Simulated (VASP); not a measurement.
Input of a VASP 6.6.1 run:

INCAR

```
SYSTEM = InAs
PREC = Accurate
ENCUT = 600
EDIFF = 1E-6
ISMEAR = 0
SIGMA = 0.03
LREAL = .False.
LASPH = .True.
NELM = 80
ALGO = Normal
ISIF = 3
LWAVE = .False.
LCHARG = .False.
GGA = PS
IBRION = 2
NSW = 90
EDIFFG = -0.01
KPAR = 4
```

Contents of KPOINTS:

```
Automatic mesh
0
Gamma
  10 10 10
  0 0 0
```

POSCAR

```
InAs
1.0
    0.0000000000      3.0180000000      3.0180000000
    3.0180000000      0.0000000000      3.0180000000
    3.0180000000      3.0180000000      0.0000000000
In As
1 1
Direct
    0.0000000000      0.0000000000      0.0000000000
    0.2500000000      0.2500000000      0.2500000000
```

Potentials or basis: VASP PAW PBE potentials, release 64 (In_d, As).

Run with:

```bash
$ cat potpaw_PBE.64/In_d/POTCAR potpaw_PBE.64/As/POTCAR > POTCAR
$ mpirun -np 4 vasp_std > vasp.out
```

Task: Predict the relaxed cell.

Result: a = 4.307 Å, b = 4.307 Å, c = 4.307 Å, α = 60.00°, β = 60.00°, γ = 60.00°.

Task: Predict the relaxed volume.

Result: 28.25 Å³/atom.

Task: Predict the band gap on the k mesh.

Result: None (metal or under the smearing width).

Step by step:
| step | energy change (eV) | largest force (eV/Å) | pressure (GPa) | volume (Å³) |
| --- | --- | --- | --- | --- |
| 1 | 0.0000 | 0.0000 | 1.62 | 54.98 |
| 2 | -0.0059 | 0.0000 | -0.70 | 57.21 |
| 3 | -0.0075 | 0.0000 | 0.01 | 56.49 |

Caveat: the PAW data sets were made with another functional, which shifts forces and pressure a little; this crystal is a semiconductor, whose small gap the functional closes, so the metal is an error of the method. Zero-point motion and thermal expansion aren't in these numbers.
